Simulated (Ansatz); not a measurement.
Crystal: SiO2.

```
Si O
1.0
     4.97559    0.00000    0.00000
     0.00000    4.97559    0.00000
     0.00000    0.00000    6.90089
Si O
4 8
Direct
  0.80325 0.80325 0.50000
  0.69675 0.30325 0.25000
  0.30325 0.69675 0.75000
  0.19675 0.19675 0.00000
  0.76176 0.11039 0.43204
  0.88961 0.23824 0.06796
  0.11039 0.76176 0.56796
  0.26176 0.38961 0.81796
  0.23824 0.88961 0.93204
  0.73824 0.61039 0.31796
  0.38961 0.26176 0.18204
  0.61039 0.73824 0.68204
```

The cell comes from a database or a generator and needn't be the stable form of this composition.

```yaml
Program: Ansatz 0.2.0
Task: relaxation of cell and atoms
Functional: revPBE
Potentials_or_basis: Ansatz PAW
Cutoff: "420 eV (not typed: the program's choice for these potentials)"
k_mesh: 6 × 6 × 4
Occupations: fermi-dirac, width 0.05 eV
Spin: no spin polarisation
```

At the start: volume 14.24 Å³/atom.

Q: Where does the relaxation end?

A: It ends after 12 steps and the volume is 15.80 Å³/atom (+11.0 %); space group P4_32_12 (No. 96, to 0.05 Å).

The path:
| step | energy change (eV) | largest force (eV/Å) | volume (Å³) |
| --- | --- | --- | --- |
| 1 | 0.0000 | 0.3838 | 170.84 |
| 2 | -0.1047 | 0.1643 | 175.40 |
| 3 | -0.1357 | 0.0579 | 180.94 |
| 4 | -0.1357 | 0.0103 | 182.90 |
| 5 | -0.1338 | 0.0023 | 183.79 |
| 6 | -0.1926 | 0.0025 | 183.79 |
| 7 | -0.1908 | 0.0069 | 187.19 |
| 8 | -0.1869 | 0.0255 | 188.72 |
| 9 | -0.1858 | 0.0018 | 189.10 |
| 10 | -0.2034 | 0.0018 | 189.10 |
| 11 | -0.2021 | 0.0008 | 189.60 |
| 12 | -0.2035 | 0.0008 | 189.60 |

Final structure:
```xyz
12
Lattice="5.1363 0.0000 0.0000 0.0000 5.1363 0.0000 0.0000 0.0000 7.1870" Properties=species:S:1:pos:R:3 pbc="T T T"
Si    4.0553    4.0553    3.5935
Si    3.6491    1.4872    1.7967
Si    1.4872    3.6491    5.3902
Si    1.0810    1.0810    0.0000
O     3.8899    0.4364    3.0193
O     4.6999    1.2464    0.5742
O     0.4364    3.8899    4.1677
O     1.3218    2.1318    5.9644
O     1.2464    4.6999    6.6128
O     3.8146    3.0045    2.3709
O     2.1318    1.3218    1.2226
O     3.0045    3.8146    4.8161
```

Caveat: the plane-wave basis is chosen anew once the cell has moved, so the energies of steps on either side of that aren't comparable; the pressure holds a Pulay correction of +0.4 GPa for the finite cutoff; the PAW data sets come from PBE, with cores solved anew for the run's functional, which leaves a small shift of forces and pressure.
